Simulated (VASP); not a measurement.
# MnSi (P2_13) in VASP: notebook, part 2 of 2

VASP 6.6.1.

### Step 3. Relaxation of cell and atoms, LDA, collinear spin, ferromagnetic start

INCAR reads:

```
SYSTEM = MnSi
ALGO = Normal
AMIX = 0.2
AMIX_MAG = 0.8
BMIX = 1E-4
BMIX_MAG = 1E-4
EDIFF = 1E-6
EDIFFG = -0.01
ENCUT = 600
IBRION = 2
ISIF = 3
ISMEAR = 1
ISPIN = 2
KPAR = 4
LASPH = .TRUE.
LCHARG = .FALSE.
LMAXMIX = 4
LORBIT = 11
LREAL = .FALSE.
LWAVE = .FALSE.
MAGMOM = 3.5 3.5 3.5 3.5 0 0 0 0
NELM = 150
NSW = 90
PREC = Accurate
SIGMA = 0.1
```

KPOINTS reads:

```
k-points
0
G
  8 8 8
  0 0 0
```

POSCAR reads:

```
MnSi
1.0
    4.5480000000      0.0000000000      0.0000000000
    0.0000000000      4.5480000000      0.0000000000
    0.0000000000      0.0000000000      4.5480000000
Mn Si
4 4
Direct
    0.1380000000      0.1380000000      0.1380000000
    0.3620000000      0.8620000000      0.6380000000
    0.6380000000      0.3620000000      0.8620000000
    0.8620000000      0.6380000000      0.3620000000
    0.8460000000      0.8460000000      0.8460000000
    0.6540000000      0.1540000000      0.3460000000
    0.3460000000      0.6540000000      0.1540000000
    0.1540000000      0.3460000000      0.6540000000
```

Potentials or basis: VASP PAW LDA potentials, release 64 (Mn_pv, Si).

The run is started by

```console
$ cat potpaw_LDA.64/Mn_pv/POTCAR potpaw_LDA.64/Si/POTCAR > POTCAR
$ mpirun -np 4 vasp_std > vasp.out
```

OUTCAR:

```text
SYSTEM = MnSi
   AMIX = 0.2
   AMIX_MAG = 0.8
   EDIFF = 1E-6
   EDIFFG = -0.01
   ENCUT = 600
   IBRION = 2
   ISIF = 3
   ISMEAR = 1
   ISPIN = 2
   LASPH = .TRUE.
   LORBIT = 11
   LREAL = .FALSE.
   NELM = 150
   NSW = 90
   PREC = Accurate

 ion  position               nearest neighbor table
   1  0.138  0.138  0.138-   5 2.30   6 2.40   7 2.40   8 2.40   7 2.53   8 2.53   6 2.53   3 2.79
                             4 2.79   2 2.79   2 2.79   4 2.79   3 2.79
   2  0.362  0.862  0.638-   6 2.30   5 2.40   7 2.40   8 2.40   7 2.53   8 2.53   5 2.53   1 2.79
                             1 2.79   3 2.79   3 2.79   4 2.79   4 2.79
   3  0.638  0.362  0.862-   7 2.30   6 2.40   5 2.40   8 2.40   8 2.53   6 2.53   5 2.53   1 2.79
                             4 2.79   2 2.79   2 2.79   4 2.79   1 2.79
   4  0.862  0.638  0.362-   8 2.30   6 2.40   7 2.40   5 2.40   6 2.53   5 2.53   7 2.53   1 2.79
                             3 2.79   2 2.79   1 2.79   2 2.79   3 2.79
   5  0.846  0.846  0.846-   1 2.30   2 2.40   3 2.40   4 2.40   3 2.53   4 2.53   2 2.53   6 2.81
                             7 2.81   8 2.81   6 2.81   8 2.81   7 2.81
   6  0.654  0.154  0.346-   2 2.30   1 2.40   3 2.40   4 2.40   3 2.53   4 2.53   1 2.53   8 2.81
                             5 2.81   5 2.81   7 2.81   7 2.81   8 2.81
   7  0.346  0.654  0.154-   3 2.30   2 2.40   1 2.40   4 2.40   4 2.53   2 2.53   1 2.53   8 2.81
                             5 2.81   8 2.81   6 2.81   6 2.81   5 2.81
[... 1757 lines left out ...]
 k-point     1 :       0.0000    0.0000    0.0000
  band No.  band energies     occupation
      1     -35.5163      1.00000
      2     -35.5163      1.00000
      3     -35.5163      1.00000
      4     -35.4683      1.00000
      5     -35.4683      1.00000
      6     -35.4683      1.00000
[... 1165 lines left out ...]
     45      16.6804      0.00000
     46      17.4086      0.00000

 [... further k-points ...]

 [bands above 46 left out]

------------------------ aborting loop because EDIFF is reached ----------------------------------------

  FORCE on cell =-STRESS in cart. coord.  units (eV):
  Direction    XX          YY          ZZ          XY          YZ          ZX
  --------------------------------------------------------------------------------------
  -------------------------------------------------------------------------------------
  Total       -0.0434266     -0.0434266     -0.0434266      0.0000000     -0.0000000      0.0000000
  in kB       -0.8049115     -0.8049115     -0.8049115      0.0000000     -0.0000000      0.0000000
  external PRESSURE =      -0.8049115 kB  Pullay stress =       0.0000000 kB
[... 23 lines left out ...]
  FREE ENERGIE OF THE ION-ELECTRON SYSTEM (eV)
  ---------------------------------------------------
  free  energy   TOTEN  =       -68.7596470564 eV

  energy  without entropy=      -68.7592056472  energy(sigma->0) =      -68.75949992

 reached required accuracy - stopping structural energy minimisation

 total charge

# of ion       s       p       d       tot
------------------------------------------
    1        0.357   6.425   5.396  12.178
    2        0.357   6.425   5.396  12.178
    3        0.357   6.425   5.396  12.178
    4        0.357   6.425   5.396  12.178
    5        0.751   0.952   0.000   1.703
    6        0.751   0.952   0.000   1.703
    7        0.751   0.952   0.000   1.703
    8        0.751   0.952   0.000   1.703
--------------------------------------------------
tot          4.433  29.509  21.583  55.525

 magnetization (x)

# of ion       s       p       d       tot
------------------------------------------
    1       -0.000   0.000   0.001   0.001
    2       -0.000   0.000   0.001   0.001
    3       -0.000   0.000   0.001   0.001
    4       -0.000   0.000   0.001   0.001
    5       -0.000  -0.000   0.000  -0.000
    6       -0.000  -0.000   0.000  -0.000
    7       -0.000  -0.000   0.000  -0.000
    8       -0.000  -0.000   0.000  -0.000
--------------------------------------------------
tot         -0.000  -0.000   0.005   0.004
```

Run time: 6.1 min. Hardware: 4 MPI ranks of Intel Xeon Platinum 8559C (Emerald Rapids), shared host; peak memory 0.4 GiB.

What came out:

* Free energy: -68.7596 eV
* Relaxed volume: 10.81 Å³/atom
* Relaxed cell: a = 4.422 Å, b = 4.422 Å, c = 4.422 Å, α = 90.00°, β = 90.00°, γ = 90.00°
* Space group after relaxing (to 0.05 Å): P2_13 (No. 198)
* Energy gained by relaxing: 47.5 meV/atom
* Ionic steps: 9
* Pressure after relaxing: -0.1 GPa
* Largest force after relaxing: 0.009 eV/Å
* Band gap on the k mesh: none (metal or under the smearing width)
* Net moment: 0.00 μB per cell
* Valence electrons inside the program's atomic spheres: Mn 12.18; Si 1.70

Forces on the atoms (eV/Å):
```
Mn   0.001  0.001  0.001
Mn  -0.001 -0.001  0.001
Mn   0.001 -0.001 -0.001
Mn  -0.001  0.001 -0.001
Si   0.005  0.005  0.005
Si  -0.005 -0.005  0.005
Si   0.005 -0.005 -0.005
Si  -0.005  0.005 -0.005
```

Step by step:
```csv
step,energy change (eV),largest force (eV/Å),pressure (GPa),volume (Å³)
1,0.0000,0.3473,-16.09,94.07
2,0.2748,0.7438,29.23,78.89
3,-0.3771,0.0679,-1.55,86.98
4,-0.3791,0.0983,-0.23,86.54
5,-0.3789,0.1082,0.29,86.39
6,-0.3799,0.0111,-0.48,86.61
7,-0.3800,0.0250,-0.33,86.58
8,-0.3802,0.0116,0.14,86.38
9,-0.3802,0.0090,-0.08,86.44
```

Final structure:
```yaml
crystal:
  lattice:
    - [4.42153, 0.00000, 0.00000]
    - [0.00000, 4.42153, 0.00000]
    - [0.00000, 0.00000, 4.42153]
  atoms:
    - { symbol: Mn, position: [0.13775, 0.13775, 0.13775] }
    - { symbol: Mn, position: [0.36225, 0.86225, 0.63775] }
    - { symbol: Mn, position: [0.63775, 0.36225, 0.86225] }
    - { symbol: Mn, position: [0.86225, 0.63775, 0.36225] }
    - { symbol: Si, position: [0.84554, 0.84554, 0.84554] }
    - { symbol: Si, position: [0.65446, 0.15446, 0.34554] }
    - { symbol: Si, position: [0.34554, 0.65446, 0.15446] }
    - { symbol: Si, position: [0.15446, 0.34554, 0.65446] }
```

Caveat: the starting moments collapsed, and a magnetic state may lie lower. Zero-point motion and thermal expansion aren't in these numbers.

### Step 4. Relaxation of cell and atoms, LDA, collinear spin, ferromagnetic start

This run uses another cell than the first one, of 10.81 Å³/atom, 0.919 times its volume.

INCAR: that of step 3 with these lines changed.

```diff
@@ -6,4 +6,4 @@
 BMIX_MAG = 1E-4
-EDIFF = 1E-6
-EDIFFG = -0.01
+EDIFF = 1E-7
+EDIFFG = -0.005
 ENCUT = 600
```

KPOINTS is that of step 3.

POSCAR reads:

```
MnSi                                    
1.0
    4.4215304474     -0.0000000000     -0.0000000000
    0.0000000000      4.4215304474      0.0000000000
   -0.0000000000      0.0000000000      4.4215304474
  Mn              Si            
     4     4
Direct
     0.1377464727024001    0.1377464727024001    0.1377464727024001
     0.3622535272975999    0.8622535272975996    0.6377464727024004
     0.6377464727024004    0.3622535272975999    0.8622535272975996
     0.8622535272975996    0.6377464727024004    0.3622535272975999
     0.8455423653000605    0.8455423653000605    0.8455423653000605
     0.6544576346999395    0.1544576346999395    0.3455423653000604
     0.3455423653000604    0.6544576346999395    0.1544576346999395
     0.1544576346999395    0.3455423653000604    0.6544576346999395
```

The run is started by

```console
$ cat potpaw_LDA.64/Mn_pv/POTCAR potpaw_LDA.64/Si/POTCAR > POTCAR
$ mpirun -np 4 vasp_std > vasp.out
```

Run time: 3.2 min. Hardware: 4 MPI ranks of Intel Xeon Platinum 8559C (Emerald Rapids), shared host; peak memory 0.38 GiB.

It converged, with:

```yaml
Free_energy: -68.7692 eV
Relaxed_volume: 10.83 Å³/atom
Relaxed_cell: a = 4.425 Å, b = 4.425 Å, c = 4.425 Å, α = 90.00°, β = 90.00°, γ = 90.00°
Space_group_after_relaxing_to_0.05_Å: P2_13 (No. 198)
Energy_gained_by_relaxing: 0.0 meV/atom
Ionic_steps: 6
Pressure_after_relaxing: 0.0 GPa
Largest_force_after_relaxing: 0.003 eV/Å
Band_gap_on_the_k_mesh: none (metal or under the smearing width)
Net_moment: 1.75 μB per cell
Site_moments: Mn +0.45; Si -0.02 μB
Valence_electrons_inside_the_program's_atomic_spheres: Mn 12.17; Si 1.70
```

Forces on the atoms (eV/Å):
```
Mn  -0.002 -0.002 -0.002
Mn   0.002  0.002 -0.002
Mn  -0.002  0.002  0.002
Mn   0.002 -0.002  0.002
Si  -0.001 -0.001 -0.001
Si   0.001  0.001 -0.001
Si  -0.001  0.001  0.001
Si   0.001 -0.001  0.001
```

The path:
```csv
step,energy change (eV),largest force (eV/Å),pressure (GPa),volume (Å³)
1,0.0000,0.0076,0.52,86.44
2,0.0001,0.0211,-0.67,86.88
3,-0.0004,0.0140,-0.03,86.65
4,-0.0004,0.0137,0.01,86.64
5,-0.0004,0.0137,-0.01,86.64
6,-0.0004,0.0031,-0.02,86.65
```

Final structure:
```cif
data_structure
_symmetry_space_group_name_H-M 'P 1'
_symmetry_Int_Tables_number 1
_cell_length_a 4.4250
_cell_length_b 4.4250
_cell_length_c 4.4250
_cell_angle_alpha 90.000
_cell_angle_beta 90.000
_cell_angle_gamma 90.000
_cell_volume 86.65
loop_
_atom_site_label
_atom_site_type_symbol
_atom_site_fract_x
_atom_site_fract_y
_atom_site_fract_z
_atom_site_occupancy
Mn1 Mn 0.13765 0.13765 0.13765 1
Mn2 Mn 0.36235 0.86235 0.63765 1
Mn3 Mn 0.63765 0.36235 0.86235 1
Mn4 Mn 0.86235 0.63765 0.36235 1
Si1 Si 0.84554 0.84554 0.84554 1
Si2 Si 0.65446 0.15446 0.34554 1
Si3 Si 0.34554 0.65446 0.15446 1
Si4 Si 0.15446 0.34554 0.65446 1
```

Levels at points of the mesh, in eV from the Fermi level:
Spin up:
| k point | band 30 | band 31 | band 32 | band 33 | band 34 | band 35 | band 36 | band 37 | band 38 | band 39 |
| --- | --- | --- | --- | --- | --- | --- | --- | --- | --- | --- |
| (0.00, 0.00, 0.00) | -1.79 | -1.79 | 0.04 | 0.04 | 0.04 | 0.17 | 0.17 | 1.20 | 1.20 | 1.20 |
| (0.50, 0.00, 0.00) | -1.69 | -1.01 | -1.01 | -0.18 | -0.18 | 0.32 | 0.32 | 0.62 | 0.62 | 2.27 |
| (0.50, 0.50, 0.00) | -1.21 | -1.06 | -1.06 | -0.76 | -0.76 | -0.15 | -0.15 | 1.13 | 1.13 | 1.72 |
| (0.50, 0.50, 0.50) | -0.61 | -0.61 | -0.61 | -0.32 | -0.32 | -0.32 | -0.32 | 0.94 | 0.94 | 0.94 |
Spin down:
```csv
k point,band 31,band 32,band 33,band 34,band 35,band 36,band 37,band 38
"(0.00, 0.00, 0.00)",-1.58,0.42,0.42,0.42,0.65,0.65,1.52,1.52
"(0.50, 0.00, 0.00)",-0.68,-0.68,0.27,0.27,0.71,0.71,0.94,0.94
"(0.50, 0.50, 0.00)",-0.76,-0.76,-0.46,-0.46,0.28,0.28,1.42,1.42
"(0.50, 0.50, 0.50)",-0.23,-0.23,0.02,0.02,0.02,0.02,1.23,1.23
```
